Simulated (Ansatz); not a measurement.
BaTe: a sublattice moved along a line

Level of theory: DFT r2SCAN, scalar-relativistic, plane waves, PAW in Ansatz. Settings: plane waves to 500 eV, k-mesh 8×8×8 (Γ-centred), Gaussian smearing 0.05 eV. Spin–orbit coupling is left out, which matters for the heavy elements here. No spin polarisation. Energies are free energies at this smearing, counted from the undisturbed cell; pressure is positive in compression.

Reference structure (as given, not relaxed at this level; it stands at 4.0 GPa):

```
CELL_PARAMETERS angstrom
0.00000 3.41000 3.41000
3.41000 0.00000 3.41000
3.41000 3.41000 0.00000
ATOMIC_POSITIONS crystal
Ba 0.00000 0.00000 0.00000
Te 0.50000 0.50000 0.50000
```

Every Te atom is moved by x along the Cartesian unit vector (0.000, 1.000, 0.000); the cell and all other atoms stay fixed.

```
  x (Å)  ΔE (meV/cell) force along x on the moved atoms (eV/Å) pressure (GPa) gap on the mesh (eV)
-0.2000           67.5                                     0.71               ?                     ?
-0.1000           16.3                                     0.33             4.1                  1.80
 0.0000            0.0                                     0.00             4.0                  1.78
 0.0250            1.0                                    -0.08             4.1                  1.78
 0.0500            4.0                                    -0.16             4.1                  1.78
 0.0750            9.1                                    -0.24             4.1                  1.79
 0.1250           25.6                                    -0.42             4.2                  1.80
 0.1500           37.2                                        ?               ?                  1.81
 0.1750           51.1                                    -0.61             4.3                  1.83
```

By symmetry 0.2000 repeats -0.2000, -0.1500 repeats 0.1500, 0.1000 repeats -0.1000, -0.0500 repeats 0.0500 in energy; the slope of the energy along the path changes sign there.

Problem. Give the withheld values.

Solution. pressure (GPa) at x (Å) = -0.2000: 4.4; gap on the mesh (eV) at x (Å) = -0.2000: 1.84; force along x on the moved atoms (eV/Å) at x (Å) = 0.1500: -0.51; pressure (GPa) at x (Å) = 0.1500: 4.3.